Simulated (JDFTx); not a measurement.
# HgTe (Coloradoite) (F-43m) in JDFTx: further runs

The runs below take HgTe (Coloradoite) through single point, with LDA, PBEsol.

Program: JDFTx 1.7.0 (patched build). These are calculated values, not measurements. Logs are shortened: lines on timing, memory, paths and dates and some standing lists are left out, and cuts for length are marked. The log counts tension as positive stress, the text compression.

**1. The crystal as given**

The structure is cubic, space group F-43m (No. 216). Conventional cell: a = 6.429 Å, b = 6.429 Å, c = 6.429 Å, α = 90.00°, β = 90.00°, γ = 90.00°. Hg (site symmetry -43m) is surrounded by 4 Te at 2.78 Å. Te (site symmetry -43m) is surrounded by 4 Hg at 2.78 Å.

**2. Single point, LDA (volume scaled by 0.8)**

HgTe.in reads:

```
lattice \
    0.0000000000     5.6390891361     5.6390891361 \
    5.6390891361     0.0000000000     5.6390891361 \
    5.6390891361     5.6390891361     0.0000000000
coords-type Lattice
ion Hg     0.0000000000     0.0000000000     0.0000000000 1
ion Te     0.7500000000     0.7500000000     0.7500000000 1

ion-species pseudo/Hg.upf
ion-species pseudo/Te.upf
elec-cutoff 40 320
elec-ex-corr lda-PW
kpoint-folding 7 7 7
elec-smearing Gauss 0.0018374661
elec-n-bands 25
electronic-SCF nIterations 100 energyDiffThreshold 1e-09
electronic-minimize nIterations 30 energyDiffThreshold 1e-7
converge-empty-states yes
forces-output-coords Cartesian

dump-name run.$VAR
dump End Ecomponents EigStats BandEigs Kpoints Forces Stress
```

Potentials or basis: PseudoDojo-SR-LDA-0.4.1-standard with smoothed tails.

The run is started by

```sh
> jdftx -c 1 -i HgTe.in -o HgTe.out
```

Output:

```text
*************** JDFTx 1.7.0 (patched build) ***************

Input parsed successfully to the following command list (including defaults):
[... the input with its defaults ...]

---------- Setting up symmetries ----------

Found 48 point-group symmetries of the bravais lattice
Found 24 space-group symmetries with basis
Applied RMS atom displacement 0 bohrs to make symmetries exact.

---------- Initializing the Grid ----------
R =
[            0      5.63909      5.63909  ]
[      5.63909            0      5.63909  ]
[      5.63909      5.63909            0  ]
unit cell volume = 358.638
G =
[   -0.55711    0.55711    0.55711  ]
[    0.55711   -0.55711    0.55711  ]
[    0.55711    0.55711   -0.55711  ]
Minimum fftbox size, Smin = [  68  68  68  ]
Chosen fftbox size, S = [  70  70  70  ]

---------- Initializing tighter grid for wavefunction operations ----------
R =
[            0      5.63909      5.63909  ]
[      5.63909            0      5.63909  ]
[      5.63909      5.63909            0  ]
unit cell volume = 358.638
G =
[   -0.55711    0.55711    0.55711  ]
[    0.55711   -0.55711    0.55711  ]
[    0.55711    0.55711   -0.55711  ]
Minimum fftbox size, Smin = [  48  48  48  ]
Chosen fftbox size, S = [  48  48  48  ]

---------- Exchange Correlation functional ----------
Initalized Slater LDA exchange.
Initalized Perdew-Wang LDA correlation.

---------- Setting up pseudopotentials ----------
Width of ionic core gaussian charges (only for fluid interactions / plotting) set to 0

Reading pseudopotential file 'pseudo/Hg.upf':
  'Hg' pseudopotential, 'SLA  PW   NOGX NOGC' functional
  Generated using ONCVPSP code by D. R. Hamann
  20 valence electrons, 4 orbitals, 7 projectors, 1001 radial grid points, with lMax = 3
    5S    l: 0   occupation:  2.0   eigenvalue: -4.356959
    5P    l: 1   occupation:  6.0   eigenvalue: -2.453404
    5D    l: 2   occupation: 10.0   eigenvalue: -0.370031
    6S    l: 0   occupation:  2.0   eigenvalue: -0.261959
  Core radius for overlap checks: 1.57 bohrs.

Reading pseudopotential file 'pseudo/Te.upf':
  'Te' pseudopotential, 'SLA  PW   NOGX NOGC' functional
  Generated using ONCVPSP code by D. R. Hamann
  16 valence electrons, 3 orbitals, 6 projectors, 1001 radial grid points, with lMax = 2
    4D    l: 2   occupation: 10.0   eigenvalue: -1.532468
    5S    l: 0   occupation:  2.0   eigenvalue: -0.564382
    5P    l: 1   occupation:  4.0   eigenvalue: -0.224579
  Core radius for overlap checks: 2.04 bohrs.

Initialized 2 species with 2 total atoms.

Folded 1 k-points by 7x7x7 to 343 k-points.

---------- Setting up k-points, bands, fillings ----------
Adding inversion symmetry to k-mesh for non-inversion-symmetric unit cell.
Reduced to 20 k-points under symmetry.
Computing the number of bands and number of electrons
Calculating initial fillings.
nElectrons:  36.000000   nBands: 25   nStates: 20

----- Setting up reduced wavefunction bases (one per k-point) -----
average nbasis = 4335.735 , ideal nbasis = 4333.521

---------- Setting up ewald sum ----------
Optimum gaussian width for ewald sums = 2.561177 bohr.
Real space sum over 1331 unit cells with max indices [  5  5  5  ]
Reciprocal space sum over 2197 terms with max indices [  6  6  6  ]

---------- Allocating electronic variables ----------
Initializing wave functions:  linear combination of atomic orbitals
Note: number of bands (25) exceeds available atomic orbitals (19)
Hg pseudo-atom occupations:   s ( 2 2 )  p ( 6 )  d ( 10 )
Te pseudo-atom occupations:   s ( 2 )  p ( 4 )  d ( 10 )
	FillingsUpdate:  mu: +0.505548719  nElectrons: 36.000000
LCAOMinimize: Iter:   0  F: -249.7600593497575971  |grad|_K:  1.673e-03  alpha:  1.000e+00
	FillingsUpdate:  mu: +0.498521718  nElectrons: 36.000000
LCAOMinimize: Iter:   1  F: -249.7707281976801141  |grad|_K:  8.733e-05  alpha:  6.236e-01  linmin:  1.679e-02  cgtest: -1.433e-01
	FillingsUpdate:  mu: +0.497797583  nElectrons: 36.000000
[... 5 lines of inner loops ...]
	FillingsUpdate:  mu: +0.497889635  nElectrons: 36.000000
LCAOMinimize: Iter:   5  F: -249.7707658371901402  |grad|_K:  1.256e-08  alpha:  8.302e-01  linmin: -1.668e-02  cgtest:  7.085e-02
LCAOMinimize: Encountered beta<0, resetting CG.
LCAOMinimize: Converged (|Delta F|<1.000000e-06 for 2 iters).

-------- Electronic minimization -----------
Will mix electronic density at each iteration.
	FillingsUpdate:  mu: +0.497889635  nElectrons: 36.000000
	FillingsUpdate:  mu: +0.491196901  nElectrons: 36.000000
SCF: Cycle:  0   F: -249.869802852070535   dF: -9.904e-02   |Residual|: 9.246e-02   |deigs|: 1.249e-01
	FillingsUpdate:  mu: +0.484031771  nElectrons: 36.000000
SCF: Cycle:  1   F: -249.876954556812080   dF: -7.152e-03   |Residual|: 4.417e-02   |deigs|: 1.533e-02
	FillingsUpdate:  mu: +0.479174657  nElectrons: 36.000000
SCF: Cycle:  2   F: -249.878199970801404   dF: -1.245e-03   |Residual|: 6.620e-03   |deigs|: 9.770e-03
	FillingsUpdate:  mu: +0.479991870  nElectrons: 36.000000
SCF: Cycle:  3   F: -249.878223134531368   dF: -2.316e-05   |Residual|: 2.695e-03   |deigs|: 1.397e-03
	FillingsUpdate:  mu: +0.480325185  nElectrons: 36.000000
SCF: Cycle:  4   F: -249.878225982372186   dF: -2.848e-06   |Residual|: 7.757e-04   |deigs|: 5.675e-04
	FillingsUpdate:  mu: +0.480285724  nElectrons: 36.000000
SCF: Cycle:  5   F: -249.878226368494950   dF: -3.861e-07   |Residual|: 3.658e-04   |deigs|: 1.291e-04
	FillingsUpdate:  mu: +0.480331722  nElectrons: 36.000000
SCF: Cycle:  6   F: -249.878226462307964   dF: -9.381e-08   |Residual|: 1.689e-04   |deigs|: 3.961e-05
	FillingsUpdate:  mu: +0.480335197  nElectrons: 36.000000
SCF: Cycle:  7   F: -249.878226502825271   dF: -4.052e-08   |Residual|: 9.063e-05   |deigs|: 2.976e-05
	FillingsUpdate:  mu: +0.480342475  nElectrons: 36.000000
SCF: Cycle:  8   F: -249.878226516190267   dF: -1.336e-08   |Residual|: 3.672e-05   |deigs|: 3.011e-05
	FillingsUpdate:  mu: +0.480339341  nElectrons: 36.000000
SCF: Cycle:  9   F: -249.878226521487477   dF: -5.297e-09   |Residual|: 7.724e-06   |deigs|: 1.834e-05
	FillingsUpdate:  mu: +0.480339403  nElectrons: 36.000000
SCF: Cycle: 10   F: -249.878226523174902   dF: -1.687e-09   |Residual|: 7.108e-06   |deigs|: 1.116e-05
	FillingsUpdate:  mu: +0.480339297  nElectrons: 36.000000
SCF: Cycle: 11   F: -249.878226524043839   dF: -8.689e-10   |Residual|: 7.840e-06   |deigs|: 9.990e-06
	FillingsUpdate:  mu: +0.480339145  nElectrons: 36.000000
SCF: Cycle: 12   F: -249.878226524340732   dF: -2.969e-10   |Residual|: 1.227e-05   |deigs|: 1.301e-05
SCF: Converged (|Delta E|<1.000000e-09 for 2 iters).

Setting wave functions to eigenvectors of Hamiltonian
Converging empty states (this may take a while): |deigs|: 5.882e-05

# Stress tensor in Cartesian coordinates [Eh/a0^3]:
[ -0.000657281            0            0  ]
[            0 -0.000657281            0  ]
[            0            0 -0.000657281  ]

# Ionic positions in lattice coordinates:
ion Hg   0.000000000000000   0.000000000000000   0.000000000000000 1
ion Te   0.750000000000000   0.750000000000000   0.750000000000000 1

# Forces in Cartesian coordinates:
force Hg  -0.000000000000000   0.000000000000000   0.000000000000000 1
force Te   0.000000000000000   0.000000000000000   0.000000000000000 1

# Energy components:
   Eewald =     -156.0938502858822972
       EH =       74.5450644398472093
     Eloc =     -219.6122166918021037
      Enl =      -22.9728994676261884
      Exc =      -51.8657229658233021
 Exc_core =       21.4589970012026150
       KE =      104.6624179735831888
-------------------------------------
     Etot =     -249.8782099965008854
       TS =        0.0000165278398385
-------------------------------------
        F =     -249.8782265243407323

IonicMinimize: Iter:   0  F: -249.878226524340732  |grad|_K:  1.060e-35
IonicMinimize: Converged (|grad|_K<1.000000e-04).

#--- Lowdin population analysis ---
# oxidation-state Hg +1.070
# oxidation-state Te -0.770

Dumping 'run.eigStats' ...
	eMin: -3.802469 at state 0 ( [ +0.000000 +0.000000 +0.000000 ] spin 0 )
	HOMO: +0.479220 at state 0 ( [ +0.000000 +0.000000 +0.000000 ] spin 0 )
	mu  : +0.480339
	LUMO: +0.500664 at state 3 ( [ +0.000000 +0.000000 +0.428571 ] spin 0 )
	eMax: +0.949526 at state 14 ( [ +0.000000 +0.428571 +0.428571 ] spin 0 )
	HOMO-LUMO gap: +0.021444
	Optical gap  : +0.045727 at state 1 ( [ +0.000000 +0.000000 +0.142857 ] spin 0 )
Done!
[note: the HOMO, LUMO and gaps printed at the end count levels as full or empty at half filling, so they show a gap where a level is partly filled]
[note: the Lowdin charges miss the electrons that lie outside the files' atomic orbitals]
```

Run time: 81 s. Hardware: 1 thread of AMD EPYC 7R43 (Zen 3), shared host; peak memory 0.17 GiB.

What came out:

```
Free energy            : -6799.5329 eV
Pressure               : 19.3 GPa
Band gap on the k mesh : none (metal or under the smearing width)
```

Caveat: so large a pressure means that the cell lies far from this level's equilibrium, or that cutoff or potentials fall short. The run has no spin-orbit coupling, so splittings on Hg, Te are missing.

**3. Single point, LDA**

HgTe.in reads:

```
lattice \
    0.0000000000     3.2145000000     3.2145000000 \
    3.2145000000     0.0000000000     3.2145000000 \
    3.2145000000     3.2145000000     0.0000000000
latt-scale 1.889726124626 1.889726124626 1.889726124626
coords-type Lattice
ion Hg     0.0000000000     0.0000000000     0.0000000000 1
ion Te     0.7500000000     0.7500000000     0.7500000000 1

ion-species pseudo/Hg.upf
ion-species pseudo/Te.upf
elec-cutoff 40 320
elec-ex-corr lda-PW
kpoint-folding 7 7 7
elec-smearing Fermi 0.0018374661
elec-n-bands 25
electronic-SCF nIterations 100 energyDiffThreshold 1e-09
electronic-minimize nIterations 30 energyDiffThreshold 1e-7
converge-empty-states yes
forces-output-coords Cartesian

dump-name run.$VAR
dump End Ecomponents EigStats BandEigs Kpoints Forces Stress ElecDensity
```

Potentials or basis: PseudoDojo-SR-LDA-0.4.1-standard with smoothed tails.

The run is started by

```sh
> jdftx -c 1 -i HgTe.in -o HgTe.out
```

It took 2.7 min on 1 thread of Arm Neoverse V1, shared host; peak memory 0.2 GiB.

It converged, with:

```
Free energy            : -6800.1845 eV
Pressure               : 0.2 GPa
Band gap on the k mesh : none (metal or under the smearing width)
```

Levels at points of the mesh, in eV from the Fermi level:
```csv
k point,band 16,band 17,band 18,band 19,band 20,band 21
"(0.00, 0.00, 0.00)",-0.93,-0.04,-0.04,-0.04,4.13,4.13
```

**4. Single point, PBEsol**

HgTe.in: that of step 3 with these lines changed.

```diff
@@ -12,3 +12,3 @@
 elec-cutoff 40 320
-elec-ex-corr lda-PW
+elec-ex-corr gga-PBEsol
 kpoint-folding 7 7 7
@@ -22,2 +22,2 @@
 dump-name run.$VAR
-dump End Ecomponents EigStats BandEigs Kpoints Forces Stress ElecDensity
+dump End Ecomponents EigStats BandEigs Kpoints Forces Stress ElecDensity Dtot KEdensity
```

Potentials or basis: PseudoDojo-SR-PBEsol-0.4.1-standard with smoothed tails.

The run is started by

```sh
> jdftx -c 1 -i HgTe.in -o HgTe.out
```

Run time: 3 min. Hardware: 1 thread of Arm Neoverse V1, shared host; peak memory 0.2 GiB.

The run converged. Its results:

| Property | Result |
| --- | --- |
| Free energy | -6789.6603 eV |
| Pressure | 1.8 GPa |
| Band gap on the k mesh | none (metal or under the smearing width) |

Levels at points of the mesh, in eV from the Fermi level:
```
           k point  band 14  band 15  band 16  band 17  band 18  band 19  band 20  band 21  band 22  band 23
(0.00, 0.00, 0.00)    -6.91    -6.91    -0.81    -0.04    -0.04    -0.04     4.14     4.14     4.14     6.31
```

**5. Overview**

| level | potentials or basis | cell | smearing | gap on the mesh (eV) | pressure (GPa) |
| --- | --- | --- | --- | --- | --- |
| LDA | PseudoDojo-SR-LDA-0.4.1-standard with smoothed tails | volume scaled by 0.8 | gaussian 0.1 eV | none | 19.3 |
| LDA | PseudoDojo-SR-LDA-0.4.1-standard with smoothed tails | as given | fermi-dirac 0.05 eV | none | 0.2 |
| PBEsol | PseudoDojo-SR-PBEsol-0.4.1-standard with smoothed tails | as given | fermi-dirac 0.05 eV | none | 1.8 |

Alike in all rows: task single point; no spin polarisation; k mesh 7 × 7 × 7; cutoff (eV) 1088.

Caveats: so large a pressure means that the cell lies far from this level's equilibrium, or that cutoff or potentials fall short (some runs).

Total energies depend on the potentials used, so only differences within one code and one set of settings carry meaning.
